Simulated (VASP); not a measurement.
Wanted: the native input for a VASP 6.6.1 run.

* Task: relaxation of cell and atoms
* Functional: LDA
* Potentials or basis: VASP PAW LDA potentials, release 64 (Ca_sv, S)
* Cutoff: 600 eV
* k mesh: 8 × 8 × 8
* Occupations: fermi-dirac, width 0.02 eV
* Spin: no spin polarisation
* Dipole correction: no
* Further INCAR settings: ALGO = Normal; EDIFF = 1e-06; IBRION = 2; EDIFFG = -0.005; NSW = 100; ISIF = 3

The structure of CaS (Oldhamite) lies in POSCAR:

```
CaS
1.0
    0.0000000000      2.8804121851      2.8804121851
    2.8804121851      0.0000000000      2.8804121851
    2.8804121851      2.8804121851      0.0000000000
Ca S
1 1
Direct
    0.0000000000      0.0000000000      0.0000000000
    0.5000000000      0.5000000000      0.5000000000
```

The cell isn't the ideal one: cell and atoms relaxed from 1.04 times the given volume.

One way to write it, as run:

INCAR

```
PREC = Accurate
ENCUT = 600
EDIFF = 1E-6
ISMEAR = -1
SIGMA = 0.02
LREAL = False
LASPH = True
NELM = 80
ALGO = Normal
ISIF = 3
LWAVE = False
LCHARG = False
GGA = CA
IBRION = 2
NSW = 100
EDIFFG = -0.005
```

KPOINTS

```
Automatic mesh
0
Gamma
  8 8 8
```

Potentials or basis: VASP PAW LDA potentials, release 64 (Ca_sv, S).

Launch:

```bash
$ cat potpaw_LDA.64/Ca_sv/POTCAR potpaw_LDA.64/S/POTCAR > POTCAR
$ mpirun -np 1 vasp_std > vasp.out
```

It gave:

- Relaxed volume: 21.63 Å³/atom
- Relaxed cell: a = 3.940 Å, b = 3.940 Å, c = 3.940 Å, α = 60.00°, β = 60.00°, γ = 60.00°
- Space group after relaxing (to 0.05 Å): Fm-3m (No. 225)
- Energy gained by relaxing: 42.1 meV/atom
- Ionic steps: 3
- Pressure after relaxing: 0.0 GPa
- Band gap on the k mesh: 1.97 eV, indirect (least direct gap 2.84 eV)

Run time: 26 s on 1 thread of AMD EPYC 9R45 96-Core Processor (Zen 5), with other jobs on the host, peak memory 0.16 GiB.
